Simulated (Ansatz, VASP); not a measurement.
**CoO: VASP beside Ansatz**

```
Co O
1.0
    -1.50800    1.50800    2.10725
     1.50800   -1.50800    2.10725
     1.50800    1.50800   -2.10725
Co O
1 1
Direct
  0.00000 0.00000 0.00000
  0.50000 0.50000 0.00000
```

Alike in both runs: task single point; functional PBE; k mesh 12 × 12 × 12; occupations fermi-dirac, width 0.05 eV; collinear spin, ferromagnetic start.

|  | VASP | Ansatz |
| --- | --- | --- |
| version | VASP 6.6.1 | Ansatz 0.2.0 |
| potentials or method | VASP PAW PBE potentials, release 64 (Co, O) | Ansatz PAW |
| plane-wave cutoff (eV) | 520 | 420 |
| valence electrons in the cell | 15 | 23 |

Ansatz gave:

```
gap on the k mesh at the Fermi level (eV)                     : none
pressure (GPa)                                                : 0.0
largest component of the traceless stress (GPa)               : 0.10
net moment per atom (μB)                                      : 1.46
size of the moment on the site where the two differ most (μB) : 2.48
```

Task: What did VASP give for the same quantities?

Result: gap on the k mesh at the Fermi level (eV): none; pressure (GPa): -0.5; largest component of the traceless stress (GPa): 0.09; net moment per atom (μB): 1.44; size of the moment on the site where the two differ most (μB): 2.54.

Site moments also hang on the region over which each program counts them. A gap of «none» marks a metal or a gap that the smearing closes. The functional is the same, so the differences come from potentials, cutoffs and numerics. The two sets of potentials don't hold the same shells in valence.

Caveats: a cell with one magnetic atom can't hold antiferromagnetic order, which such compounds often take; semilocal functionals often make such compounds metallic where correlation or magnetic order opens a gap, which also shifts bond lengths; the pressure holds a Pulay correction of +0.7 GPa for the finite cutoff (Ansatz). With open d or f shells a metallic result of PBE can be an artefact of self-interaction; +U or a hybrid may open a gap.
